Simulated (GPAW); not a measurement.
The system is BP.

```
P B
1.0
     3.20885    0.00000    0.00000
     1.60443    2.77895    0.00000
     1.60443    0.92632    2.62002
P B
1 1
Direct
  0.75000 0.75000 0.75000
  0.00000 0.00000 0.00000
```

Program: GPAW 26.7.0. Alike in all runs: no spin polarisation; cell as given.

Order these runs on this cell by their band gap on the k mesh, lowest first.
A. level MS2; potentials or basis GPAW PAW data sets (gpaw-data 1.2.1), pw; k mesh 10 × 10 × 10; cutoff (eV) 800; smearing fermi-dirac 0.05 eV; band path GXWKGLUWLK,UX; band points 80; mesh quality not flagged
B. level revTPSS; potentials or basis GPAW PAW data sets (gpaw-data 1.2.1), pw; k mesh 5 × 5 × 5; cutoff (eV) 680; smearing fermi-dirac 0.01 eV; eigensolver davidson; mesh quality coarse
C. level optPBE-vdW; potentials or basis GPAW PAW data sets (gpaw-data 1.2.1), pw; k mesh 10 × 10 × 10; cutoff (eV) 800; smearing fermi-dirac 0.05 eV; band path GXWKGLUWLK,UX; band points 80; mesh quality not flagged
D. level TB-mBJ; potentials or basis GPAW PAW data sets for LDA (gpaw-data 1.2.1), pw; k mesh 10 × 10 × 10; cutoff (eV) 800; smearing fermi-dirac 0.05 eV; mesh quality not flagged

B (1.17 eV), C (1.39 eV), A (1.73 eV), D (1.90 eV).

Caveats: some runs use coarse meshes; a model potential gives levels but no total energy (some runs); an odd mesh through Γ misses points on the zone boundary, where band edges often lie (some runs).

Not every run made on this cell is shown here.
